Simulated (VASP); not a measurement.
Here is a VASP 6.6.1 calculation.

File INCAR:

```
  PREC = Accurate
  ENCUT = 600
  EDIFF = 1E-6
  ISMEAR = 0
  SIGMA = 0.03
  LREAL = False
  LASPH = True
  NELM = 80
  ALGO = Normal
  ISIF = 3
  LWAVE = False
  LCHARG = False
  GGA = CA
  IBRION = 2
  NSW = 90
  EDIFFG = -0.01
```

Contents of KPOINTS:

```
regular mesh
0
Gamma
  8 8 8
```

The input POSCAR:

```
KBr
1.0
    0.0000000000      3.3000000000      3.3000000000
    3.3000000000      0.0000000000      3.3000000000
    3.3000000000      3.3000000000      0.0000000000
K Br
1 1
Direct
    0.0000000000      0.0000000000      0.0000000000
    0.5000000000      0.5000000000      0.5000000000
```

Potentials or basis: VASP PAW LDA potentials, release 64 (K_sv, Br).

Launch:

```bash
$ cat potpaw_LDA.64/K_sv/POTCAR potpaw_LDA.64/Br/POTCAR > POTCAR
$ mpirun -np 1 vasp_std > vasp.out
```

(1) Predict the relaxed volume.

(2) Estimate the relaxed cell.

## Answers

(1) 32.49 Å³/atom.

(2) a = 4.513 Å, b = 4.513 Å, c = 4.513 Å, α = 60.00°, β = 60.00°, γ = 60.00°.
